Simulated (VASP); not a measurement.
# PbSe (Clausthalite) (Fm-3m) in VASP: a series of runs

The runs below take PbSe (Clausthalite) through band structure, phonons, single point, with PBE, SCAN, PBEsol, LDA, TB-mBJ.

Everything below comes from runs of VASP 6.6.1. Logs are shortened: lines on timing, memory, paths and dates and some standing lists are left out, and cuts for length are marked.

**Experimental background.**

From a printed reference work, monograph, for a bulk crystal of PbSe at 300 K: band gap 0.28 eV (direct).

The runs below are set against these values where they give the same quantity.

## Step 1: The crystal as given

The structure is cubic, space group Fm-3m (No. 225). The conventional cell has a = 6.124 Å, b = 6.124 Å, c = 6.124 Å, α = 90.00°, β = 90.00°, γ = 90.00°. Pb (site symmetry m-3m) is surrounded by 6 Se at 3.06 Å. Around Se (site symmetry m-3m) lie 6 Pb at 3.06 Å.

## Step 2: Band structure, PBE, non-collinear spin, zero start, spin-orbit coupling

Contents of POSCAR:

```
PbSe
1.0
    0.0000000000      3.0621500000      3.0621500000
    3.0621500000      0.0000000000      3.0621500000
    3.0621500000      3.0621500000      0.0000000000
Pb Se
1 1
Direct
    0.0000000000      0.0000000000      0.0000000000
    0.5000000000      0.5000000000      0.5000000000
```

Contents of INCAR.step1:

```
PREC = Accurate
ENCUT = 520
EDIFF = 1E-6
ISMEAR = 0
SIGMA = 0.02
LREAL = False
LASPH = True
NELM = 80
ALGO = Normal
ISIF = 2
LWAVE = False
LCHARG = True
LNONCOLLINEAR = True
MAGMOM = 0 0 0 0 0 0
LORBIT = 11
LSORBIT = True
GGA_COMPAT = False
GGA = PE
```

Contents of KPOINTS.step1:

```
Automatic mesh
0
Gamma
  8 8 8
```

Contents of INCAR.step2:

```
PREC = Accurate
ENCUT = 520
EDIFF = 1E-6
ISMEAR = 0
SIGMA = 0.05
LREAL = False
LASPH = True
NELM = 80
ALGO = Normal
ISIF = 2
LWAVE = False
LCHARG = False
LNONCOLLINEAR = True
MAGMOM = 0 0 0 0 0 0
LORBIT = 11
LSORBIT = True
GGA_COMPAT = False
GGA = PE
ICHARG = 11
```

Contents of KPOINTS.step2:

```
path GXWKGLUWLK,UX
10
line-mode
reciprocal
 0.0000000000  0.0000000000  0.0000000000  G
 0.5000000000  0.0000000000  0.5000000000  X

 0.5000000000  0.0000000000  0.5000000000  X
 0.5000000000  0.2500000000  0.7500000000  W

 0.5000000000  0.2500000000  0.7500000000  W
 0.3750000000  0.3750000000  0.7500000000  K

 0.3750000000  0.3750000000  0.7500000000  K
 0.0000000000  0.0000000000  0.0000000000  G

 0.0000000000  0.0000000000  0.0000000000  G
 0.5000000000  0.5000000000  0.5000000000  L

 0.5000000000  0.5000000000  0.5000000000  L
 0.6250000000  0.2500000000  0.6250000000  U

 0.6250000000  0.2500000000  0.6250000000  U
 0.5000000000  0.2500000000  0.7500000000  W

 0.5000000000  0.2500000000  0.7500000000  W
 0.5000000000  0.5000000000  0.5000000000  L

 0.5000000000  0.5000000000  0.5000000000  L
 0.3750000000  0.3750000000  0.7500000000  K

 0.6250000000  0.2500000000  0.6250000000  U
 0.5000000000  0.0000000000  0.5000000000  X
```

Potentials or basis: VASP PAW PBE potentials, release 64 (Pb_d, Se).

Command:

```bash
> cat potpaw_PBE.64/Pb_d/POTCAR potpaw_PBE.64/Se/POTCAR > POTCAR
> cp INCAR.step1 INCAR
> cp KPOINTS.step1 KPOINTS
> mpirun -np 1 vasp_ncl > vasp.out
> cp INCAR.step2 INCAR
> cp KPOINTS.step2 KPOINTS
> mpirun -np 1 vasp_ncl > vasp.out
```

OUTCAR:

```text
PREC = Accurate
   ENCUT = 520
   EDIFF = 1E-6
   ISMEAR = 0
   LREAL = False
   LASPH = True
   NELM = 80
   ISIF = 2
   LNONCOLLINEAR = True
   LORBIT = 11
   LSORBIT = True
   GGA = PE
   ICHARG = 11

 ion  position               nearest neighbor table
   1  0.000  0.000  0.000-   2 3.06   2 3.06   2 3.06   2 3.06   2 3.06   2 3.06
   2  0.500  0.500  0.500-   1 3.06   1 3.06   1 3.06   1 3.06   1 3.06   1 3.06

  LATTYP: Found a face centered cubic cell.
 ALAT       =     6.1243000000

  Lattice vectors:

 A1 = (   0.0000000000,   3.0621500000,   3.0621500000)
 A2 = (   3.0621500000,   0.0000000000,   3.0621500000)
 A3 = (   3.0621500000,   3.0621500000,   0.0000000000)

Analysis of symmetry for initial positions (statically):
=====================================================================
 Subroutine PRICEL returns:
 Original cell was already a primitive cell.

 Routine SETGRP: Setting up the symmetry group for a
 face centered cubic supercell.

 Subroutine GETGRP returns: Found 48 space group operations
 (whereof 48 operations were pure point group operations)
 out of a pool of 48 trial point group operations.

The static configuration has the point symmetry O_h .

Analysis of symmetry for dynamics (positions and initial velocities):
=====================================================================
 Subroutine PRICEL returns:
 Original cell was already a primitive cell.

 Routine SETGRP: Setting up the symmetry group for a
 face centered cubic supercell.

 Subroutine GETGRP returns: Found 48 space group operations
 (whereof 48 operations were pure point group operations)
 out of a pool of 48 trial point group operations.

The dynamic configuration has the point symmetry O_h .

Analysis of structural, dynamic, and magnetic symmetry:
=====================================================================
 Subroutine PRICEL returns:
 Original cell was already a primitive cell.

 Routine SETGRP: Setting up the symmetry group for a
 face centered cubic supercell.

 Subroutine GETGRP returns: Found 48 space group operations
 (whereof 48 operations were pure point group operations)
 out of a pool of 48 trial point group operations.

The overall configuration has the point symmetry O_h .

 Subroutine INISYM returns: Found 48 space group operations
 (whereof 48 operations are pure point group operations),
 and found     1 'primitive' translations

----------------------------------------------------------------------------------------

                                     Primitive cell

  volume of cell :      57.4261

  direct lattice vectors                    reciprocal lattice vectors
     0.000000000  3.062150000  3.062150000    -0.163283967  0.163283967  0.163283967
     3.062150000  0.000000000  3.062150000     0.163283967 -0.163283967  0.163283967
     3.062150000  3.062150000  0.000000000     0.163283967  0.163283967 -0.163283967

  length of vectors
     4.330534060  4.330534060  4.330534060     0.282816127  0.282816127  0.282816127

  position of ions in fractional coordinates (direct lattice)
     0.000000000  0.000000000  0.000000000
     0.500000000  0.500000000  0.500000000

  ion indices of the primitive-cell ions
   primitive index   ion index
                 1           1
                 2           2

----------------------------------------------------------------------------------------

[... 70 lines left out ...]
   ISYM   =      2    0-nonsym 1-usesym 2-fastsym
   POTIM  = 0.5000    time-step for ionic-motion
   TEBEG  =    0.0;   TEEND  =   0.0 temperature during run
   PSTRESS=    0.0 pullay stress
   NELECT =      20.0000    total number of electrons
   NUPDOWN=      -1.0000    fix difference up-down
   EMIN   =  10.00;   EMAX   =-10.00  energy-range for DOS
   EFERMI =   0.00;   METHOD = LEGACY
   ISMEAR =     0;   SIGMA  =   0.05  broadening in eV -4-tet -1-fermi 0-gaus
   EFERMI_NEDOS =   21; number of points for ismear=-14 and -15
   IALGO  =     38    algorithm
   IMIX   =      4    mixing-type and parameters
     AMIX     =   0.40;   BMIX     =  1.00
     AMIX_MAG =   1.60;   BMIX_MAG =  1.00
  volume/ion in A,a.u.               =      28.71       193.77
  Fermi-wavevector in a.u.,A,eV,Ry     =   1.151812  2.176610 18.050462  1.326672
  Thomas-Fermi vector in A             =   2.288467
   LORBIT       =     11    0 simple, 1 ext, 2 COOP (PROOUT), +10 PAW based schemes
   GGA     = PE    functional components
   LHFCALC =     F    Hartree Fock is set to
   AEXX    =    0.0000 exact exchange contribution
   IVDW    =     0    specifies the selected vdW correction
   LEPSILON=     F    determine dielectric tensor
   LRPA    =     F    only Hartree local field effects (RPA)
 Gauss-broadening in eV      SIGMA  =   0.05
  energy-cutoff  :      520.00
  volume of cell :       57.43
 maximum number of plane-waves:      3144

 number of electron      20.0000000 magnetization       0.0000000     -0.0000000      0.0000000

 Free energy of the ion-electron system (eV)
  ---------------------------------------------------
  ext. energy  EPLUGINS =         0.00000000
  ---------------------------------------------------
  free energy    TOTEN  =        -9.59311585 eV

  energy without entropy =       -9.59213191  energy(sigma->0) =       -9.59262388

 E-fermi :   4.9934     XC(G=0):  -9.5215

 val. band max:        4.9477987426   @ k =   0.5000   0.5000   0.5000
 cond. band min:       5.0389098576   @ k =   0.5000   0.5000   0.5000
 fundamental gap:      0.0911111150
 Fermi energy:         4.9933543005

 k-point     1 :       0.0000    0.0000    0.0000
  band No.  band energies     occupation
      1     -13.2408      1.00000
      2     -13.2408      1.00000
      3     -13.2408      1.00000
      4     -13.2408      1.00000
      5     -10.6878      1.00000
      6     -10.6878      1.00000
[... 733 lines left out ...]
     27      11.9980      0.00000
     28      11.9980      0.00000

 [... further k-points ...]

------------------------ aborting loop because EDIFF is reached ----------------------------------------

  FORCE on cell =-STRESS in cart. coord.  units (eV):
  Direction    XX          YY          ZZ          XY          YZ          ZX
  --------------------------------------------------------------------------------------
  -------------------------------------------------------------------------------------
  Total       -0.9759341     -0.9759341     -0.9759341     -0.0000000      0.0000000     -0.0000000
  in kB      -27.2283732    -27.2283732    -27.2283732     -0.0000000      0.0000000     -0.0000000
  external PRESSURE =     -27.2283732 kB  Pullay stress =       0.0000000 kB

 VOLUME and BASIS-vectors are now :
 -----------------------------------------------------------------------------
  energy-cutoff  :      520.00
  volume of cell :       57.43
      direct lattice vectors                 reciprocal lattice vectors
     0.000000000  3.062150000  3.062150000    -0.163283967  0.163283967  0.163283967
     3.062150000  0.000000000  3.062150000     0.163283967 -0.163283967  0.163283967
     3.062150000  3.062150000  0.000000000     0.163283967  0.163283967 -0.163283967

 POSITION                                       TOTAL-FORCE (eV/Angst)
 -----------------------------------------------------------------------------------
      0.00000      0.00000      0.00000         0.000000     -0.000000     -0.000000
      3.06215      3.06215      3.06215         0.000000      0.000000      0.000000
 -----------------------------------------------------------------------------------
    total drift:                                0.000000     -0.000000     -0.000000

  FREE ENERGIE OF THE ION-ELECTRON SYSTEM (eV)
  ---------------------------------------------------
  free  energy   TOTEN  =        -9.5931158472 eV

  energy  without entropy=       -9.5921319109  energy(sigma->0) =       -9.59262388

 Spin-Orbit-Coupling matrix elements

 Ion:    1  E_soc:     -0.8857845
 l=   1
     0.0000000    -0.0805438    -0.0805438
    -0.0805438     0.0000000    -0.0805438
    -0.0805438    -0.0805438     0.0000000
 l=   2
     0.0000000    -0.0134916     0.0000000    -0.0134916    -0.0535954
    -0.0134916     0.0000000    -0.0401965    -0.0134916    -0.0133988
     0.0000000    -0.0401965     0.0000000    -0.0401965     0.0000000
    -0.0134916    -0.0134916    -0.0401965     0.0000000    -0.0133988
    -0.0535954    -0.0133988     0.0000000    -0.0133988     0.0000000
 l=   3
     0.0000000     0.0000000     0.0000000     0.0000000     0.0000000     0.0000000     0.0000000
     0.0000000     0.0000000     0.0000000     0.0000000     0.0000000     0.0000000     0.0000000
     0.0000000     0.0000000     0.0000000     0.0000000     0.0000000     0.0000000     0.0000000
     0.0000000     0.0000000     0.0000000     0.0000000     0.0000000     0.0000000     0.0000000
     0.0000000     0.0000000     0.0000000     0.0000000     0.0000000     0.0000000     0.0000000
     0.0000000     0.0000000     0.0000000     0.0000000     0.0000000     0.0000000     0.0000000
     0.0000000     0.0000000     0.0000000     0.0000000     0.0000000     0.0000000     0.0000000

 Ion:    2  E_soc:     -0.0430055
 l=   1
     0.0000000    -0.0071906    -0.0071906
    -0.0071906     0.0000000    -0.0071906
    -0.0071906    -0.0071906     0.0000000
 l=   2
     0.0000000    -0.0000045     0.0000000    -0.0000045     0.0000275
    -0.0000045     0.0000000     0.0000206    -0.0000045     0.0000069
     0.0000000     0.0000206     0.0000000     0.0000206     0.0000000
    -0.0000045    -0.0000045     0.0000206     0.0000000     0.0000069
     0.0000275     0.0000069     0.0000000     0.0000069     0.0000000
 l=   3
     0.0000000     0.0000000     0.0000000     0.0000000     0.0000000     0.0000000     0.0000000
     0.0000000     0.0000000     0.0000000     0.0000000     0.0000000     0.0000000     0.0000000
     0.0000000     0.0000000     0.0000000     0.0000000     0.0000000     0.0000000     0.0000000
     0.0000000     0.0000000     0.0000000     0.0000000     0.0000000     0.0000000     0.0000000
     0.0000000     0.0000000     0.0000000     0.0000000     0.0000000     0.0000000     0.0000000
     0.0000000     0.0000000     0.0000000     0.0000000     0.0000000     0.0000000     0.0000000
     0.0000000     0.0000000     0.0000000     0.0000000     0.0000000     0.0000000     0.0000000

 total charge

# of ion       s       p       d       tot
------------------------------------------
    1        1.445   0.595   9.835  11.876
    2        1.481   2.269   0.017   3.767
--------------------------------------------------
tot          2.927   2.864   9.853  15.643

 magnetization (x)

# of ion       s       p       d       tot
------------------------------------------
    1        0.000   0.000   0.000   0.000
    2        0.000   0.000   0.000   0.000
--------------------------------------------------
tot          0.000   0.000   0.000   0.000

 magnetization (y)

# of ion       s       p       d       tot
------------------------------------------
    1       -0.000  -0.000   0.000  -0.000
    2       -0.000  -0.000  -0.000  -0.000
--------------------------------------------------
tot         -0.000  -0.000  -0.000  -0.000

 magnetization (z)

# of ion       s       p       d       tot
------------------------------------------
    1        0.000  -0.000   0.000   0.000
    2       -0.000   0.000   0.000   0.000
--------------------------------------------------
tot          0.000   0.000   0.000   0.000
```

Run time: 6 min. Hardware: 1 thread of Intel Xeon Platinum 8375C at 2.90GHz (Ice Lake), shared host; peak memory 0.44 GiB.

Results:

| Quantity | Value |
| --- | --- |
| Net moment | 0.00 μB per cell |

Moments on the atoms (μB; x, y, z):
```
Pb  0.00 0.00 0.00
Se  0.00 0.00 0.00
```

Caveat: the log is that of the step along the path at fixed density, whose energy, stress, charges and moments have no meaning.

## Step 3: Band structure, SCAN, non-collinear spin, zero start, spin-orbit coupling

Contents of INCAR:

```
SYSTEM = PbSe
ALGO     = Normal         ! electronic algorithm
EDIFF    = 1E-6           ! SCF threshold, eV
ENCUT    = 520            ! plane-wave cutoff, eV
GGA_COMPAT= .FALSE.      
ISIF     = 2              ! what is computed and relaxed
ISMEAR   = 0              ! smearing method
LASPH    = .TRUE.         ! aspherical terms in the spheres
LCHARG   = .FALSE.        ! write CHGCAR
LMIXTAU  = .TRUE.       
LORBIT   = 11             ! projections on sites
LREAL    = .FALSE.        ! projectors in reciprocal space
LSORBIT  = .TRUE.         ! spin-orbit coupling
LWAVE    = .FALSE.        ! write WAVECAR
MAGMOM   = 0 0 0 0 0 0    ! initial moments
METAGGA  = SCAN           ! meta-GGA
NBANDS   = 32             ! bands
NELM     = 80             ! most SCF steps
PREC     = Accurate       ! precision mode
SIGMA    = 0.02           ! smearing width, eV
```

Contents of KPOINTS:

```
k-points
0
G
  8 8 8
  0 0 0
```

POSCAR is that of step 2.

Contents of KPOINTS_OPT:

```
path GXWKGLUWLK,UX
20
line-mode
reciprocal
 0.0000000000  0.0000000000  0.0000000000  G
 0.5000000000  0.0000000000  0.5000000000  X

 0.5000000000  0.0000000000  0.5000000000  X
 0.5000000000  0.2500000000  0.7500000000  W

 0.5000000000  0.2500000000  0.7500000000  W
 0.3750000000  0.3750000000  0.7500000000  K

 0.3750000000  0.3750000000  0.7500000000  K
 0.0000000000  0.0000000000  0.0000000000  G

 0.0000000000  0.0000000000  0.0000000000  G
 0.5000000000  0.5000000000  0.5000000000  L

 0.5000000000  0.5000000000  0.5000000000  L
 0.6250000000  0.2500000000  0.6250000000  U

 0.6250000000  0.2500000000  0.6250000000  U
 0.5000000000  0.2500000000  0.7500000000  W

 0.5000000000  0.2500000000  0.7500000000  W
 0.5000000000  0.5000000000  0.5000000000  L

 0.5000000000  0.5000000000  0.5000000000  L
 0.3750000000  0.3750000000  0.7500000000  K

 0.6250000000  0.2500000000  0.6250000000  U
 0.5000000000  0.0000000000  0.5000000000  X
```

Potentials or basis: VASP PAW PBE potentials, release 64 (Pb_d, Se).

Command:

```bash
> cat potpaw_PBE.64/Pb_d/POTCAR potpaw_PBE.64/Se/POTCAR > POTCAR
> mpirun -np 1 vasp_ncl > vasp.out
```

OUTCAR:

```text
SYSTEM = PbSe
   EDIFF = 1E-6
   ENCUT = 520
   ISIF = 2
   ISMEAR = 0
   LASPH = .TRUE.
   LORBIT = 11
   LREAL = .FALSE.
   LSORBIT = .TRUE.
   METAGGA = SCAN
   NELM = 80
   PREC = Accurate

 ion  position               nearest neighbor table
   1  0.000  0.000  0.000-   2 3.06   2 3.06   2 3.06   2 3.06   2 3.06   2 3.06
   2  0.500  0.500  0.500-   1 3.06   1 3.06   1 3.06   1 3.06   1 3.06   1 3.06

  LATTYP: Found a face centered cubic cell.
 ALAT       =     6.1243000000

  Lattice vectors:

 A1 = (   0.0000000000,   3.0621500000,   3.0621500000)
 A2 = (   3.0621500000,   0.0000000000,   3.0621500000)
 A3 = (   3.0621500000,   3.0621500000,   0.0000000000)

Analysis of symmetry for initial positions (statically):
=====================================================================
 Subroutine PRICEL returns:
 Original cell was already a primitive cell.

 Routine SETGRP: Setting up the symmetry group for a
 face centered cubic supercell.

 Subroutine GETGRP returns: Found 48 space group operations
 (whereof 48 operations were pure point group operations)
 out of a pool of 48 trial point group operations.

[... 1079 lines left out ...]
     0.0000000     0.0000000     0.0000000     0.0000000     0.0000000     0.0000000     0.0000000
     0.0000000     0.0000000     0.0000000     0.0000000     0.0000000     0.0000000     0.0000000
     0.0000000     0.0000000     0.0000000     0.0000000     0.0000000     0.0000000     0.0000000
     0.0000000     0.0000000     0.0000000     0.0000000     0.0000000     0.0000000     0.0000000
     0.0000000     0.0000000     0.0000000     0.0000000     0.0000000     0.0000000     0.0000000

 Ion:    2  E_soc:     -0.0473908
 l=   1
     0.0000000    -0.0079145    -0.0079145
    -0.0079145     0.0000000    -0.0079145
    -0.0079145    -0.0079145     0.0000000
 l=   2
     0.0000000    -0.0000019     0.0000000    -0.0000019     0.0000180
    -0.0000019     0.0000000     0.0000135    -0.0000019     0.0000045
     0.0000000     0.0000135     0.0000000     0.0000135     0.0000000
    -0.0000019    -0.0000019     0.0000135     0.0000000     0.0000045
     0.0000180     0.0000045     0.0000000     0.0000045     0.0000000
 l=   3
     0.0000000     0.0000000     0.0000000     0.0000000     0.0000000     0.0000000     0.0000000
     0.0000000     0.0000000     0.0000000     0.0000000     0.0000000     0.0000000     0.0000000
     0.0000000     0.0000000     0.0000000     0.0000000     0.0000000     0.0000000     0.0000000
     0.0000000     0.0000000     0.0000000     0.0000000     0.0000000     0.0000000     0.0000000
     0.0000000     0.0000000     0.0000000     0.0000000     0.0000000     0.0000000     0.0000000
     0.0000000     0.0000000     0.0000000     0.0000000     0.0000000     0.0000000     0.0000000
     0.0000000     0.0000000     0.0000000     0.0000000     0.0000000     0.0000000     0.0000000

 total charge

# of ion       s       p       d       tot
------------------------------------------
    1        1.508   0.553   9.833  11.894
    2        1.472   2.354   0.017   3.844
--------------------------------------------------
tot          2.980   2.907   9.850  15.738

 magnetization (x)

# of ion       s       p       d       tot
------------------------------------------
    1       -0.000   0.000   0.000  -0.000
    2        0.000   0.000   0.000   0.000
--------------------------------------------------
tot         -0.000   0.000   0.000  -0.000

 magnetization (y)

# of ion       s       p       d       tot
------------------------------------------
    1        0.000   0.000  -0.000   0.000
    2        0.000   0.000   0.000   0.000
--------------------------------------------------
tot          0.000   0.000  -0.000   0.000

 magnetization (z)

# of ion       s       p       d       tot
------------------------------------------
    1       -0.000   0.000  -0.000  -0.000
    2        0.000   0.000   0.000   0.000
--------------------------------------------------
tot          0.000   0.000  -0.000   0.000
```

Run time: 29 min. Hardware: 1 thread of AMD EPYC 9R45 (Zen 5), shared host; peak memory 0.41 GiB.

Results:

- Free energy: -97.3679 eV
- Pressure: 0.5 GPa
- Net moment: 0.00 μB per cell
- Valence electrons inside the program's atomic spheres: Pb 11.89; Se 3.84

Moments on the atoms (μB; x, y, z):
```
Pb  0.00 0.00 0.00
Se  0.00 0.00 0.00
```

Caveat: the PAW data sets were made with another functional, which shifts forces and pressure a little.

[end of part 1 of 3]
